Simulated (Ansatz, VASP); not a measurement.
## One calculation of Ca, two programs

```
CELL_PARAMETERS angstrom
-2.09426 2.09791 2.41008
2.05842 -2.09791 2.37934
2.09426 2.09791 -2.41008
ATOMIC_POSITIONS crystal
Ca 0.50000 0.50000 0.00000
```

Alike in both runs: task single point; functional PBEsol; k mesh 12 × 12 × 12; occupations gaussian, width 0.1 eV; no spin polarisation.

|  | VASP | Ansatz |
| --- | --- | --- |
| version | VASP 6.6.1 | Ansatz 0.2.0 |
| potentials or method | VASP PAW PBE potentials, release 64 (Ca_sv) | scalar-relativistic, plane waves, PAW |
| plane-wave cutoff (eV) | 520 | 420 |
| valence electrons in the cell | 10 | 10 |

```tsv
	VASP	Ansatz	Ansatz less VASP
gap on the k mesh at the Fermi level (eV)	none	none	-
pressure (GPa)	-0.5	-0.5	-0.01
largest component of the traceless stress (GPa)	0.23	0.23	0.000
```

A gap of «none» marks a metal or a gap that the smearing closes.

Caveats: the PAW data sets were made with another functional, which shifts forces and pressure a little (VASP).
